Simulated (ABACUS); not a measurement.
# Ag (Im-3m) in ABACUS: reference runs

Reference runs on Ag: the cell as given and a disturbed copy.

Everything below comes from runs of ABACUS 3.10.1. Logs are shortened: lines on timing, memory, paths and dates and some standing lists are left out, and cuts for length are marked.

## (1) The crystal as given

It takes space group Im-3m (No. 229, cubic). Conventional cell: a = 3.311 Å, b = 3.311 Å, c = 3.311 Å, α = 90.00°, β = 90.00°, γ = 90.00°. Around Ag (site symmetry m-3m) lie 8 Ag at 2.87 Å.

This isn't the form of Ag at room conditions, which is fcc.

## (2) Single point, PBEsol

Input file INPUT:

```
INPUT_PARAMETERS
suffix              Ag
calculation         scf
basis_type          pw
pseudo_dir          ./
symmetry            1
dft_functional      pbesol
ecutwfc             82
pseudo_rcut         7
nspin               1
nbands              14
ks_solver           dav
smearing_method     fd
smearing_sigma      0.00367493
scf_thr             1e-08
scf_nmax            100
mixing_type         broyden
mixing_beta         0.7
cal_force           1
cal_stress          1
kpar                4
```

Input file STRU:

```
ATOMIC_SPECIES
Ag 107.8682 Ag.upf

LATTICE_CONSTANT
1.8897261246

LATTICE_VECTORS
-1.6556540000 1.6556540000 1.6556540000
1.6556540000 -1.6556540000 1.6556540000
1.6556540000 1.6556540000 -1.6556540000

ATOMIC_POSITIONS
Direct

Ag
0.0
1
0.0000000000 0.0000000000 0.0000000000 1 1 1
```

Input file KPT:

```
K_POINTS
0
Gamma
11 11 11 0 0 0
```

Potentials or basis: PseudoDojo NC SR 0.4.1 PBEsol standard, plane waves.

The run is started by

```bash
$ OMP_NUM_THREADS=1 mpirun -np 4 abacus > log
```

running log:

```text
ABACUS v3.10.1

               Atomic-orbital Based Ab-initio Computation at UStc

 ------------------------------------------------------------------------------------

 READING GENERAL INFORMATION
                           global_out_dir = OUT.Ag/
                           global_in_card = INPUT
                               pseudo_dir = ./
                              orbital_dir =
                                    DSIZE = 4
                                    GSIZE = 1

 READING UNITCELL INFORMATION
                                    ntype = 1
                  lattice constant (Bohr) = 1.88973
              lattice constant (Angstrom) = 1

 READING ATOM TYPE 1
                               atom label = Ag
                      L=0, number of zeta = 1
                      L=1, number of zeta = 1
                      L=2, number of zeta = 1
             number of atom for this type = 1

                        TOTAL ATOM NUMBER = 1
DIRECT COORDINATES
    atom                   x                   y                   z     mag                  vx                  vy                  vz
taud_Ag1            0.0000000000        0.0000000000        0.0000000000  0.0000        0.0000000000        0.0000000000        0.0000000000

                          Volume (Bohr^3) = 122.508
                             Volume (A^3) = 18.1538

 Lattice vectors: (Cartesian coordinate: in unit of a_0)
             -1.65565            +1.65565            +1.65565
             +1.65565            -1.65565            +1.65565
             +1.65565            +1.65565            -1.65565
 Reciprocal vectors: (Cartesian coordinate: in unit of 2 pi/a_0)
                   +0           +0.301995           +0.301995
            +0.301995                  +0           +0.301995
            +0.301995           +0.301995                  +0
 The esolver type has been set to : ksdft_pw

                PAO radial cut off (Bohr) = 7

 Read in pseudopotential file is Ag.upf
                     pseudopotential type = NC
          exchange-correlation functional = PBESOL
                 nonlocal core correction = 1
                        valence electrons = 19
                                     lmax = 2
                           number of zeta = 4
                     number of projectors = 6
                           L of projector = 0
                           L of projector = 0
                           L of projector = 1
                           L of projector = 1
                           L of projector = 2
                           L of projector = 2
     initial pseudo atomic orbital number = 10

 SETUP THE ELECTRONS NUMBER
            electron number of element Ag = 19
[... 159 lines left out ...]
       max mesh points in Pseudopotential = 701
     dq(describe PAO in reciprocal space) = 0.01
                                    max q = 1091

 number of pseudo atomic orbitals for Ag is 4
WARNING: norm of atomic wavefunction # 3 of atomic type Ag is 0.999966, renormalized
WARNING: norm of atomic wavefunction # 4 of atomic type Ag is 0.994543, renormalized

 -------------------------------------------
 SELF-CONSISTENT
 -------------------------------------------
                                 init_chg = atomic

 PW ALGORITHM --------------- ION=   1  ELEC=   1--------------------------------
 Notice: Threshold on eigenvalues was too large.
 hsover_error=0.19 > DRHO=0.07565
 Origin diag ethr = 0.01
 New diag ethr = 0.000398158

 Density error is 0.0767916922796
                          Error Threshold = 0.000398157829856
----------------------------------------------------------
     Energy           Rydberg                 eV
----------------------------------------------------------
 E_KohnSham     -309.7610459505      -4214.5152433661
 E_Harris       -313.8311331249      -4269.8916202952
 E_Fermi        1.1990377147         16.3137450362
----------------------------------------------------------
[... 63 lines left out ...]
 Density error is 6.3825526979e-10
                          Error Threshold = 6.70749560534e-10
----------------------------------------------------------
     Energy           Rydberg                 eV
----------------------------------------------------------
 E_KohnSham     -309.7919745927      -4214.9360491317
 E_KS(sigma->0) -309.7918458229      -4214.9342971290
 E_Harris       -309.7921297761      -4214.9381605099
 E_band         -18.9905926303       -258.3802681695
 E_one_elec     -127.3703154148      -1732.9620456984
 E_Hartree      73.5056510946        1000.0956900870
 E_xc           -45.9757024493       -625.5315228632
 E_Ewald        -209.9513502837      -2856.5346666518
 E_entropy(-TS) -0.0002575395        -0.0035040053
 E_descf        0.0000000000         0.0000000000
 E_exx          0.0000000000         0.0000000000
 E_Fermi        1.1630511899         15.8241232483
----------------------------------------------------------

 charge density convergence is achieved
 final etot is -4214.9360491 eV
 EFERMI = 15.824123248 eV

 STATE ENERGY(eV) AND OCCUPATIONS    NSPIN == 1
 1/14 kpoint (Cartesian) = 0.0000 0.0000 0.0000 (1505 pws)
       1       -75.8572     0.00150263
       2       -39.2847     0.00150263
       3       -39.2847     0.00150263
       4       -39.2847     0.00150263
       5        8.47314     0.00150263
       6        11.2208     0.00150263
       7        11.2208     0.00150263
       8        11.2208     0.00150263
       9        12.4435     0.00150263
      10        12.4435     0.00150263
      11        33.7101        0.00000
      12        33.7101        0.00000
      13        33.7101        0.00000
      14        38.9558        0.00000
[... 66 lines left out ...]
       1       -75.8433      0.0180316
       2       -39.4151      0.0180316
       3       -39.3327      0.0180316
       4       -39.2831      0.0180316
       5        9.87209      0.0180316
       6        10.5225      0.0180316
       7        12.3785      0.0180316
       8        12.5476      0.0180316
       9        13.3023      0.0180316
      10        15.4227      0.0180257
      11        20.2112    1.41273e-40
      12        29.0834        0.00000
      13        29.9150        0.00000
      14        34.9570        0.00000

[... levels at 8 further k points ...]

------------------------------------------------------------------------------------------
 TOTAL-FORCE (eV/Angstrom)
------------------------------------------------------------------------------------------
                       Ag1         0.0000000000         0.0000000000         0.0000000000
------------------------------------------------------------------------------------------

----------------------------------------------------------------
 TOTAL-STRESS (KBAR)
----------------------------------------------------------------
       -74.8168476818         0.0000000000         0.0000000000
         0.0000000000       -74.8168476818        -0.0000000000
        -0.0000000000        -0.0000000000       -74.8168476818
----------------------------------------------------------------
 TOTAL-PRESSURE: -74.816848 KBAR

 --------------------------------------------
 !FINAL_ETOT_IS -4214.9360491316519983 eV
 --------------------------------------------
```

stdout:

```text
ABACUS v3.10.1

               Atomic-orbital Based Ab-initio Computation at UStc

%%%%%%%%%%%%%%%%%%%%%%%%%%%%%%%%%%%%%%%%%%%%%%%%%%%%%%%%%%%%%%%%%%%%%%%%%%%%%%%%%%%%%%%%%%%%%%%%%%%%%%%%%
 Warning: the number of valence electrons in pseudopotential > 11 for Ag: [Kr] 4d10 5s1
[... 32 lines left out ...]
 TOTAL-STRESS (KBAR)
----------------------------------------------------------------
       -74.8168476818         0.0000000000         0.0000000000
         0.0000000000       -74.8168476818        -0.0000000000
        -0.0000000000        -0.0000000000       -74.8168476818
----------------------------------------------------------------
 TOTAL-PRESSURE: -74.816848 KBAR
```

It took 2.1 s on 4 MPI ranks of Intel Xeon 6975P-C (Granite Rapids), shared host; peak memory 0.24 GiB.

What came out:

```yaml
Free_energy: -4214.9360 eV
Pressure: -7.5 GPa
Band_gap_on_the_k_mesh: none (metal or under the smearing width)
```

Levels at points of the mesh, in eV from the Fermi level:
```tsv
k point	band 8	band 9	band 10	band 11	band 12	band 13
(0.00, 0.00, 0.00)	-4.60	-3.38	-3.38	17.89	17.89	17.89
```

## (3) Single point, PBEsol (cell strained at random at fixed volume)

INPUT is that of step 2.

Input file STRU:

```
ATOMIC_SPECIES
Ag 107.8682 Ag.upf

LATTICE_CONSTANT
1.8897261246

LATTICE_VECTORS
-1.6674370000 1.7096740000 1.6780030000
1.6448450000 -1.6624760000 1.6082140000
1.6497410000 1.6447800000 -1.6308050000

ATOMIC_POSITIONS
Direct

Ag
0.0
1
0.0003600000 -0.0166410000 -0.0026680000 1 1 1
```

KPT is that of step 2.

Potentials or basis: PseudoDojo NC SR 0.4.1 PBEsol standard, plane waves.

The run is started by

```bash
$ OMP_NUM_THREADS=1 mpirun -np 4 abacus > log
```

Run time: 18 s. Hardware: 4 MPI ranks of Intel Xeon 6975P-C (Granite Rapids), shared host; peak memory 0.48 GiB.

The run converged. Its results:

```yaml
Free_energy: -4214.9335 eV
Pressure: -7.4 GPa
Band_gap_on_the_k_mesh: none (metal or under the smearing width)
```

Stress tensor (GPa, compression positive):
```
-7.51  0.47  0.59
 0.47 -7.19 -1.41
 0.59 -1.41 -7.63
```

Levels at points of the mesh, in eV from the Fermi level:
```csv
k point,band 8,band 9,band 10,band 11,band 12,band 13
"(0.00, 0.00, 0.00)",-4.48,-3.44,-3.36,17.48,17.85,18.21
```
